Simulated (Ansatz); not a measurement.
# The perfect armchair graphene nanoribbon (N = 11, H edges), part 2 of 3

Aim: is the armchair graphene nanoribbon (N = 11, H edges) a metal or a semiconductor?

Ansatz 0.2.0; DFT PBE, plane waves, PAW; relaxation of a wire's period (the session's first sound run).

So far. Step 2 (Relaxing the period): The cell's length comes to 4.289 Å with spin left out.

### Step 3. The wire at its relaxed period

This step: DFT PBE, plane waves, PAW; bands of a perfect wire (Ansatz 0.2.0).

At the relaxed period the bands are computed along the axis; those that cross an energy going forward count the channels that a perfect wire would open there.

The input, input.yaml:

```yaml
crystal:
  lattice:
    - [21.151, 0.0, 0.0]
    - [0.0, 7.0, 0.0]
    - [0.0, 0.0, 4.2893570786]
  atoms:
    - { symbol: C, position: [0.209834872, 0.5, 0.006980611] }
    - { symbol: C, position: [0.325012829, 0.5, 0.999875347] }
    - { symbol: C, position: [0.441730481, 0.5, 0.000103649] }
    - { symbol: C, position: [0.558269519, 0.5, 0.000103649] }
    - { symbol: C, position: [0.674987171, 0.5, 0.999875347] }
    - { symbol: C, position: [0.790165128, 0.5, 0.006980611] }
    - { symbol: C, position: [0.209834872, 0.5, 0.326352723] }
    - { symbol: C, position: [0.325012829, 0.5, 0.333457987] }
    - { symbol: C, position: [0.441730481, 0.5, 0.333229684] }
    - { symbol: C, position: [0.558269519, 0.5, 0.333229684] }
    - { symbol: C, position: [0.674987171, 0.5, 0.333457987] }
    - { symbol: C, position: [0.790165128, 0.5, 0.326352723] }
    - { symbol: H, position: [0.164532402, 0.5, 0.446243665] }
    - { symbol: H, position: [0.835467598, 0.5, 0.446243665] }
    - { symbol: C, position: [0.266811897, 0.5, 0.49914483] }
    - { symbol: C, position: [0.383502154, 0.5, 0.500667738] }
    - { symbol: C, position: [0.5, 0.5, 0.500063095] }
    - { symbol: C, position: [0.616497846, 0.5, 0.500667738] }
    - { symbol: C, position: [0.733188103, 0.5, 0.49914483] }
    - { symbol: C, position: [0.266811897, 0.5, 0.834188503] }
    - { symbol: C, position: [0.383502154, 0.5, 0.832665596] }
    - { symbol: C, position: [0.5, 0.5, 0.833270239] }
    - { symbol: C, position: [0.616497846, 0.5, 0.832665596] }
    - { symbol: C, position: [0.733188103, 0.5, 0.834188503] }
    - { symbol: H, position: [0.164532402, 0.5, 0.887089669] }
    - { symbol: H, position: [0.835467598, 0.5, 0.887089669] }
kpoints:
  mp_grid: { grid: [1, 1, 19] }
  band_path: { path: ["Γ", Z], npoints: 90 }
scf:
  occupations: { method: fermi_dirac, width: 0.05 }
hamiltonian:
  xc: pbe
output:
  dos: { e_range: [-5, 4] }
  write_potential: true
  write_density: true
  volumetric_format: npy
```

The run is started by

```sh
> ansatz run input.yaml --threads 4 --pin off --max-ram 16384MiB --backend cpu --events-out ev --progress --plain --runs-dir out
```

Numbers of over 12 decimals in the logs are rounded to 6 here.

The program printed:

```text
[...]
Crystal: 26 atoms, lattice volume = 635.069 Å³
Basis set: ecut = 420 eV, 12419 PW (Γ)
Bands: 72, of which v1, the nominal top of the filled ones, is band 46 counted from 1 (45 counted from 0)
Symmetry: 8 space group operations
[...]
k-points: 10 of 19
[...]
SCF iter   1: F=—  HF=-5583.938148 eV  |F-HF|=—  |Δ(HF+E_count)|=         —  Δρ=2.59e-3  dr2=1.40e-1  ethr=1.77e-3  ⟨swp⟩=10.4  Hψ=4443  notcnv=0  defer=124
[...]
SCF iter   8: F=-5583.907052 eV  HF=-5583.907052 eV  |F-HF|=2.86e-8  |Δ(HF+E_count)|=   8.69e-7  Δρ=2.79e-6  dr2=2.93e-8  ethr=1.09e-10  ⟨swp⟩=25.3  Hψ=5104  notcnv=0
SCF 1 converged in 8 iterations: F = -5583.907052 eV  dr2 = 2.93e-8
[...]
NSCF: frozen V_eff on 91 k-points
WARN: The output density's exchange-correlation potential varies sharply where the density is thin. Do not read a vacuum level from v_tot or v_xc, or from such a field of the output density. On a cell that repeats whose density bears no net charge and no dipole along the vacuum's axis use v_es (v_loc + v_h of the components); under efield.dipole_correction with no amplitude use v_es + v_field, which holds any externa [...]
SCF converged after 8 iterations
Free energy (F): -5583.907052 eV
[...]
Internal energy: -5583.902751 eV  (E = F + TS)
E sigma→0 (E₀):  -5583.904902 eV
Entropy (-TS):   -0.004301 eV (-0.165 meV/atom)
Fermi energy:    -0.454787 eV
[...]
--- Band table (eV; the first three rows and the last of 10) ---
  k-point 0: bands = [... 42 lower, -2.1798, -1.8444, -1.4292, -0.5456, -0.3640, 0.4482, 0.9686, 0.9854, ... 22 higher]
  k-point 1: bands = [... 42 lower, -2.2948, -1.8639, -1.5759, -0.8839, -0.0330, 0.6015, 0.9686, 1.1174, ... 22 higher]
  k-point 2: bands = [... 42 lower, -2.5924, -1.9568, -1.8876, -1.3024, 0.3648, 0.9635, 0.9762, 1.4662, ... 22 higher]
  k-point 9: bands = [... 42 lower, -4.0207, -3.4522, -3.1597, -2.8571, 1.3419, 1.7810, 2.0810, 3.0150, ... 22 higher]
```

The job ended after 45 s (4 threads of Intel Xeon Platinum 8259CL at 2.50GHz (Skylake/Cascade Lake), shared host; peak memory 2.5 GiB).

The column dr2 measures how far the density is from self-consistency, as an energy; F and HF (Harris–Foulkes) agree once it is small.

Numbers from this step:

* band gap: 0.1816 eV

Electronic bands along the path, in eV, zero at the Fermi level; v1 is the highest filled band, c1 the lowest empty one:

```tsv
point	v4	v3	v2	v1	c1	c2	c3	c4
Γ	-1.73	-1.39	-0.97	-0.09	0.09	0.90	1.42	1.44
halfway	-2.69	-2.61	-1.99	-1.81	1.54	1.87	2.35	2.74
Z	-3.66	-2.94	-2.76	-2.40	1.79	2.31	2.46	3.60
```

The gap is 0.182 eV, with spin left out.

The path shows a direct gap of 0.18 eV (valence top at Γ, conduction bottom at Γ).

### Step 4. At a strained period, period over the relaxed period 0.96, k-mesh 1×1×15

This step: DFT PBE, plane waves, PAW; relaxation at a fixed period (Ansatz 0.2.0).

The period is set to 0.96 times the relaxed one and the atoms relax within it: strain changes bond lengths and angles, which shifts the bands against each other. Against the first PBE run of this kind, the mesh along the wire has 15 points against 19.

The cell differs from the one that the last finished run ended in (c 4.289 → 4.118 Å).

input.yaml, as its differences from that of step 3:

```diff
@@ -4,3 +4,3 @@
     - [0.0, 7.0, 0.0]
-    - [0.0, 0.0, 4.2893570786]
+    - [0.0, 0.0, 4.1177827955]
   atoms:
@@ -33,3 +33,3 @@
 kpoints:
-  mp_grid: { grid: [1, 1, 19] }
+  mp_grid: { grid: [1, 1, 15] }
   band_path: { path: ["Γ", Z], npoints: 90 }
@@ -39,6 +39,6 @@
   xc: pbe
+relax:
+  max_steps: 40
+  f_tol: 0.02
 output:
-  dos: { e_range: [-5, 4] }
-  write_potential: true
-  write_density: true
-  volumetric_format: npy
+  stress: true
```

The program printed:

```text
Warning: output.stress: scf.convergence.dr2_threshold = 1e-7 eV (the SCF's general default) is looser than the 2.6e-9 eV advised for a printed stress (1e-10 eV for each atom of the cell: 26). What an SCF threshold leaves in a stress goes as its square root, and in the free energy as the threshold itself, and one threshold admits the most on a small cell: [figures from the program's tests cut] Every solve of this run  [...]
[...]
Crystal: 26 atoms, lattice volume = 609.667 Å³
Basis set: ecut = 420 eV, 11917 PW (Γ), exchange–correlation on 288×96×60 points (8 copies of the dense FFT grid, shifted against one another)
Bands: 72, of which v1, the nominal top of the filled ones, is band 46 counted from 1 (45 counted from 0)
Symmetry: 8 space group operations
[...]
k-points: 8 of 15
[...]
SCF iter   1: F=—  HF=-5582.780910 eV  |F-HF|=—  |Δ(HF+E_count)|=         —  Δρ=2.45e-3  dr2=1.12e-1  ethr=1.77e-3  ⟨swp⟩=10.0  Hψ=3520  notcnv=0  defer=105
[...]
SCF iter   7: F=-5582.760815 eV  HF=-5582.760816 eV  |F-HF|=2.58e-7  |Δ(HF+E_count)|=   4.04e-6  Δρ=1.05e-5  dr2=8.55e-7  ethr=9.14e-9  ⟨swp⟩=3.0  Hψ=1707  notcnv=0
SCF 1 converged in 7 iterations: F = -5582.760815 eV  dr2 = 8.55e-7
[...]
relax step   1: F+E_penalty+E_count = -5582.76081528 eV  Δ(F+E_penalty+E_count) = +0.000e0 eV  max|allowed force component| = 1.683e0 eV/Å  Δτ_max = 0.0000 Å  (7 SCF iters, dr2 threshold 1.00e-5 eV, accepted)
[...]
SCF iter   5: F=-5582.906288 eV  HF=-5582.906351 eV  |F-HF|=6.28e-5  |Δ(HF+E_count)|=   6.07e-5  Δρ=6.15e-5  dr2=7.32e-5  ethr=1.09e-7  ⟨swp⟩=3.0  Hψ=1906  notcnv=0
SCF 2 converged in 5 iterations: F = -5582.906288 eV  dr2 = 7.32e-5
[...]
relax step   2: F+E_penalty+E_count = -5582.90628803 eV  Δ(F+E_penalty+E_count) = -1.455e-1 eV  max|allowed force component| = 4.002e-1 eV/Å  Δτ_max = 0.0500 Å  (5 SCF iters, dr2 threshold 1.00e-4 eV, accepted)
SCF iter   1: F=—  HF=-5582.930409 eV  |F-HF|=—  |Δ(HF+E_count)|=         —  Δρ=2.54e-3  dr2=1.97e-2  ethr=2.40e-4  ⟨swp⟩=3.9  Hψ=1398  notcnv=0  defer=147
[...]
SCF iter   6: F=-5582.925688 eV  HF=-5582.925690 eV  |F-HF|=1.92e-6  |Δ(HF+E_count)|=   5.75e-6  Δρ=1.56e-5  dr2=2.56e-6  ethr=1.09e-8  ⟨swp⟩=4.4  Hψ=1631  notcnv=0
SCF 3 converged in 6 iterations: F = -5582.925688 eV  dr2 = 2.56e-6
[...]
relax step   3: F+E_penalty+E_count = -5582.92568822 eV  Δ(F+E_penalty+E_count) = -1.940e-2 eV  max|allowed force component| = 7.816e-2 eV/Å  Δτ_max = 0.0198 Å  (6 SCF iters, dr2 threshold 1.00e-5 eV, accepted)
SCF iter   1: F=—  HF=-5582.925689 eV  |F-HF|=—  |Δ(HF+E_count)|=         —  Δρ=2.55e-4  dr2=2.40e-4  ethr=2.16e-6  ⟨swp⟩=2.1  Hψ=1119  notcnv=0  defer=147
[...]
SCF iter   5: F=-5582.926031 eV  HF=-5582.926031 eV  |F-HF|=3.03e-8  |Δ(HF+E_count)|=   5.40e-8  Δρ=3.08e-6  dr2=5.83e-8  ethr=1.09e-10  ⟨swp⟩=3.1  Hψ=1998  notcnv=0
SCF 4 converged in 5 iterations: F = -5582.926031 eV  dr2 = 5.83e-8
[...]
relax step   4: F+E_penalty+E_count = -5582.92603130 eV  Δ(F+E_penalty+E_count) = -3.431e-4 eV  max|allowed force component| = 6.702e-3 eV/Å  Δτ_max = 0.0029 Å  (5 SCF iters, accepted)
[...]
the band table was solved once a step of the walk had ended and its energy, with any forces and stress, was formed, with the checks that follow a solve (4331 applications of the Hamiltonian). They found nothing against the state; the energy, forces and stress were not computed again (output.eigenvalues in the input reference)
[...]
SCF converged after 5 iterations
Free energy (F): -5582.926031 eV
[...]
Internal energy: -5582.925894 eV  (E = F + TS)
E sigma→0 (E₀):  -5582.925962 eV
Entropy (-TS):   -0.000138 eV (-0.005 meV/atom)
Fermi energy:    -0.191038 eV
[...]
--- Forces (eV/Å), atoms counted from 1 ---
  atom   1  C      0.00445414    -0.00000000     0.00315579
  atom   2  C      0.00063552    -0.00000000     0.00400912
  atom   3  C     -0.00107003     0.00000000     0.00003437
  atom   4  C      0.00107003    -0.00000000     0.00003437
  atom   5  C     -0.00063552     0.00000000     0.00400912
  atom   6  C     -0.00445414    -0.00000000     0.00315579
  atom   7  C      0.00445414    -0.00000000    -0.00315579
  atom   8  C      0.00063552     0.00000000    -0.00400912
  atom   9  C     -0.00107003    -0.00000000    -0.00003437
  atom  10  C      0.00107003     0.00000000    -0.00003437
  atom  11  C     -0.00063552     0.00000000    -0.00400912
  atom  12  C     -0.00445414    -0.00000000    -0.00315579
  atom  13  H     -0.00670229     0.00000000     0.00232427
  atom  14  H      0.00670229     0.00000000     0.00232427
  atom  15  C      0.00025626     0.00000000    -0.00059073
  atom  16  C      0.00239443     0.00000000    -0.00016053
  atom  17  C      0.00000000     0.00000000     0.00168702
  atom  18  C     -0.00239443     0.00000000    -0.00016053
  atom  19  C     -0.00025626     0.00000000    -0.00059073
  atom  20  C      0.00025626     0.00000000     0.00059073
  atom  21  C      0.00239443     0.00000000     0.00016053
  atom  22  C      0.00000000     0.00000000    -0.00168702
  atom  23  C     -0.00239443     0.00000000     0.00016053
  atom  24  C     -0.00025626     0.00000000     0.00059073
  atom  25  H     -0.00670229     0.00000000    -0.00232427
  atom  26  H      0.00670229     0.00000000    -0.00232427
  max |Σ_I F_I| component: 2.60e-18 eV/Å
--- Stress (GPa, compression-positive) ---
        0.013724       0.000000       0.000000
        0.000000       0.121428       0.000000
        0.000000       0.000000      12.798708
  P = ⅓ Tr σ = 4.3113 GPa (43.113 kbar)
--- Band table (eV; the first three rows and the last of 8) ---
  k-point 0: bands = [... 42 lower, -1.8808, -1.6689, -0.9280, -0.5216, 0.1397, 0.5995, 1.2551, 1.4459, ... 22 higher]
  k-point 1: bands = [... 42 lower, -1.9025, -1.8878, -1.2168, -0.8207, 0.4162, 0.8895, 1.4260, 1.4970, ... 22 higher]
  k-point 2: bands = [... 42 lower, -2.3998, -1.9753, -1.7877, -1.3264, 0.8600, 1.3824, 1.4681, 2.0771, ... 22 higher]
  k-point 7: bands = [... 42 lower, -3.9112, -3.4433, -3.1054, -2.8488, 1.5344, 1.9452, 2.2931, 3.1813, ... 22 higher]
--- Relaxed structure (4 steps of the walk, 4 accepted, 0 SCFs on fresh bases) ---
  F+E_penalty+E_count = -5582.92603130 eV   max|allowed force component| = 6.702e-3 eV/Å
  atoms:
    - { symbol: C, position: [0.206993, 0.5, 0.00320064] }
    - { symbol: C, position: [0.323592, 0.5, 0.998142] }
    - { symbol: C, position: [0.441310, 0.5, -0.00129164] }
    - { symbol: C, position: [0.558690, 0.5, -0.00129164] }
    - { symbol: C, position: [0.676408, 0.5, 0.998142] }
    - { symbol: C, position: [0.793007, 0.5, 0.00320064] }
    - { symbol: C, position: [0.206993, 0.5, 0.330133] }
    - { symbol: C, position: [0.323592, 0.5, 0.335191] }
    - { symbol: C, position: [0.441310, 0.5, 0.334625] }
    - { symbol: C, position: [0.558690, 0.5, 0.334625] }
    - { symbol: C, position: [0.676408, 0.5, 0.335191] }
    - { symbol: C, position: [0.793007, 0.5, 0.330133] }
    - { symbol: H, position: [0.162258, 0.5, 0.457963] }
    - { symbol: H, position: [0.837742, 0.5, 0.457963] }
    - { symbol: C, position: [0.265011, 0.5, 0.497553] }
    - { symbol: C, position: [0.382501, 0.5, 0.499160] }
    - { symbol: C, position: [0.5, 0.5, 0.498321] }
    - { symbol: C, position: [0.617499, 0.5, 0.499160] }
    - { symbol: C, position: [0.734989, 0.5, 0.497553] }
    - { symbol: C, position: [0.265011, 0.5, 0.835781] }
    - { symbol: C, position: [0.382501, 0.5, 0.834173] }
    - { symbol: C, position: [0.5, 0.5, 0.835013] }
    - { symbol: C, position: [0.617499, 0.5, 0.834173] }
    - { symbol: C, position: [0.734989, 0.5, 0.835781] }
    - { symbol: H, position: [0.162258, 0.5, 0.875370] }
    - { symbol: H, position: [0.837742, 0.5, 0.875370] }
```

Elapsed: 53 s, on 4 threads; peak memory 2.5 GiB; 3.5 min of CPU time.

Relaxation path:

```tsv
step	energy less that of the first step (eV)	largest force component (eV/Å)
1	0.0000	1.6832
2	-0.1455	0.4002
3	-0.1649	0.0782
4	-0.1652	0.0067
```

The run keeps the 8 symmetry operations that it works with, so distortions that break them were not tested.

The atoms that moved most (Å):

```tsv
atom	dx	dy	dz	length
H25	-0.048	0.000	-0.048	0.068
H26	0.048	0.000	-0.048	0.068
H13	-0.048	0.000	0.048	0.068
H14	0.048	0.000	0.048	0.068
C1	-0.060	0.000	-0.016	0.062
C6	0.060	0.000	-0.016	0.062
C7	-0.060	0.000	0.016	0.062
C12	0.060	0.000	0.016	0.062
```

The relaxed structure:

```xyz
26
Lattice="21.1510 0.0000 0.0000 0.0000 7.0000 0.0000 0.0000 0.0000 4.1178" Properties=species:S:1:pos:R:3
C     4.3781    3.5000    0.0132
C     6.8443    3.5000    4.1101
C     9.3342    3.5000   -0.0053
C    11.8168    3.5000   -0.0053
C    14.3067    3.5000    4.1101
C    16.7729    3.5000    0.0132
C     4.3781    3.5000    1.3594
C     6.8443    3.5000    1.3802
C     9.3342    3.5000    1.3779
C    11.8168    3.5000    1.3779
C    14.3067    3.5000    1.3802
C    16.7729    3.5000    1.3594
H     3.4319    3.5000    1.8858
H    17.7191    3.5000    1.8858
C     5.6053    3.5000    2.0488
C     8.0903    3.5000    2.0554
C    10.5755    3.5000    2.0520
C    13.0607    3.5000    2.0554
C    15.5457    3.5000    2.0488
C     5.6053    3.5000    3.4416
C     8.0903    3.5000    3.4349
C    10.5755    3.5000    3.4384
C    13.0607    3.5000    3.4349
C    15.5457    3.5000    3.4416
H     3.4319    3.5000    3.6046
H    17.7191    3.5000    3.6046
```

Numbers from this step:

```
energy at zero smearing : -5582.9260 eV
band gap                : 0.6612 eV
```

The electronic bands at the labelled points (eV, zero at the Fermi level; v1 is the highest filled band, c1 the lowest empty one):

```tsv
point	v4	v3	v2	v1	c1	c2	c3	c4
Γ	-1.69	-1.48	-0.74	-0.33	0.33	0.79	1.45	1.64
halfway	-2.90	-2.71	-2.08	-2.03	1.56	1.84	2.40	2.79
Z	-3.88	-3.15	-3.01	-2.65	1.71	2.27	2.34	3.59
```

The gap is 0.661 eV, against 0.182 eV under PBE at the relaxed period.

### Step 5. At a strained period, period over the relaxed period 0.98, k-mesh 1×1×15

The period is set to 0.98 times the relaxed one and the atoms relax within it: strain changes bond lengths and angles, which shifts the bands against each other. Against the first PBE run of this kind, the mesh along the wire has 15 points against 19.

The cell differs from the one that the last finished run ended in (c 4.118 → 4.204 Å).

input.yaml, as its differences from that of step 4:

```diff
@@ -4,3 +4,3 @@
     - [0.0, 7.0, 0.0]
-    - [0.0, 0.0, 4.1177827955]
+    - [0.0, 0.0, 4.2035699371]
   atoms:
```

The program printed:

```text
[...]
Crystal: 26 atoms, lattice volume = 622.368 Å³
Basis set: ecut = 420 eV, 12099 PW (Γ), exchange–correlation on 288×96×60 points (8 copies of the dense FFT grid, shifted against one another)
Bands: 72, of which v1, the nominal top of the filled ones, is band 46 counted from 1 (45 counted from 0)
Symmetry: 8 space group operations
[...]
- { symbol: H, position: [0.163460, 0.5, 0.452391] }
    - { symbol: H, position: [0.836540, 0.5, 0.452391] }
[...]
- { symbol: C, position: [0.383015, 0.5, 0.833251] }
    - { symbol: C, position: [0.5, 0.5, 0.834060] }
    - { symbol: C, position: [0.616985, 0.5, 0.833251] }
    - { symbol: C, position: [0.734035, 0.5, 0.834830] }
    - { symbol: H, position: [0.163460, 0.5, 0.880943] }
    - { symbol: H, position: [0.836540, 0.5, 0.880943] }
[key lines of the parts left out:]
SCF converged after 5 iterations
Free energy (F): -5583.669670 eV
Fermi energy:    -0.327066 eV
P = ⅓ Tr σ = 2.0663 GPa (20.663 kbar)
```

Elapsed: 54 s, on 4 threads; peak memory 2.5 GiB; 3.5 min of CPU time.

Step by step:

```tsv
step	energy less that of the first step (eV)	largest force component (eV/Å)
1	0.0000	0.7140
2	-0.0323	0.1714
3	-0.0362	0.0344
4	-0.0362	0.0019
```

The run keeps the 8 symmetry operations that it works with, so distortions that break them were not tested.

The atoms that moved most (Å):

```tsv
atom	dx	dy	dz	length
H26	0.023	0.000	-0.026	0.034
H25	-0.023	0.000	-0.026	0.034
H14	0.023	0.000	0.026	0.034
H13	-0.023	0.000	0.026	0.034
C6	0.029	0.000	-0.008	0.030
C1	-0.029	0.000	-0.008	0.030
C12	0.029	0.000	0.008	0.030
C7	-0.029	0.000	0.008	0.030
```

The relaxed structure:

```xyz
26
Lattice="21.1510 0.0000 0.0000 0.0000 7.0000 0.0000 0.0000 0.0000 4.2036" Properties=species:S:1:pos:R:3
C     4.4088    3.5000    0.0217
C     6.8600    3.5000    4.1998
C     9.3390    3.5000   -0.0018
C    11.8120    3.5000   -0.0018
C    14.2910    3.5000    4.1998
C    16.7422    3.5000    0.0217
C     4.4088    3.5000    1.3795
C     6.8600    3.5000    1.4050
C     9.3390    3.5000    1.4030
C    11.8120    3.5000    1.4030
C    14.2910    3.5000    1.4050
C    16.7422    3.5000    1.3795
H     3.4573    3.5000    1.9017
H    17.6937    3.5000    1.9017
C     5.6254    3.5000    2.0955
C     8.1012    3.5000    2.1021
C    10.5755    3.5000    2.0987
C    13.0498    3.5000    2.1021
C    15.5256    3.5000    2.0955
C     5.6254    3.5000    3.5093
C     8.1012    3.5000    3.5026
C    10.5755    3.5000    3.5060
C    13.0498    3.5000    3.5026
C    15.5256    3.5000    3.5093
H     3.4573    3.5000    3.7031
H    17.6937    3.5000    3.7031
```

The gap is 0.425 eV, against 0.182 eV under PBE at the relaxed period.

[end of part 2 of 3]

[Logs are printed without paths, hosts, clocks, repeated set-up lines and the standing remarks that a program may print on its own settings, such as how far it seeks lower states.]

[Hosts, paths, dates, database ids (printed as entryN), source tags and the programs' standing remarks are cut or masked in the printed files.]
